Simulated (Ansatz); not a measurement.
## Ge in Ansatz: the effect of functional

The system is Ge.

```
CELL_PARAMETERS angstrom
-2.44495 2.59675 1.40761
2.44495 -2.59675 1.40761
2.44495 2.59675 -1.40761
ATOMIC_POSITIONS crystal
Ge 0.31406 0.06406 0.25000
Ge 0.68594 0.93594 0.75000
```

This isn't the form of Ge at room conditions, which is diamond.

The cell isn't the ideal one: volume scaled by 0.94.

Alike in all runs:

| Property | Result |
| --- | --- |
| Program | Ansatz 0.2.0 |
| Task | single point |
| Potentials or basis | Ansatz PAW |
| k mesh | 11 × 11 × 11 |
| Occupations | fermi-dirac, width 0.05 eV |
| Spin | no spin polarisation |

```tsv
functional	cutoff	pressure (GPa)	largest force (eV/Å)
LDA	420 eV (not typed: the program's choice for these potentials)	0.3	0.06
PBEsol	420 eV (not typed: the program's choice for these potentials)	?	?
r2SCAN	500 eV (not typed: the program's choice for these potentials)	3.8	0.08
```

What does the run with functional PBEsol give?

Pressure 2.4 GPa; largest force 0.05 eV/Å.

Caveats: the PAW data sets come from PBE, with cores solved anew for the run's functional, which leaves a small shift of forces and pressure.

Runs at the PBE level aren't shown here.
